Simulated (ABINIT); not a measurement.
AlN:

```
Al N
1.0
     0.00000    2.18399    2.18399
     2.18399    0.00000    2.18399
     2.18399    2.18399    0.00000
Al N
1 1
Direct
  0.00000 0.00000 0.00000
  0.25000 0.25000 0.25000
```

Measurements of this composition are mostly on another form, of space group No. 186.

Base run:

* Program: ABINIT 10.8.3 (patched build)
* Functional: r2SCAN
* Potentials or basis: SPMS NC PBE v1.0
* Cutoff: 1116 eV
* k mesh: 10 × 10 × 10
* Occupations: fermi-dirac, width 0.05 eV
* Spin: no spin polarisation

Its results: band gap on the k mesh 3.86 eV, indirect (least direct gap 4.45 eV).

Problem. The run is repeated on the same cell with these changes: functional from r2SCAN to LDA-PZ; potentials or basis from SPMS NC PBE v1.0 to JTH PAW LDA v2.0; cutoff from 1116 eV to 680 eV. What comes out?

Solution. Band gap on the k mesh 3.23 eV, indirect (least direct gap 4.22 eV).

Caveats: a meta-GGA on potentials with a model core is unreliable (some runs).
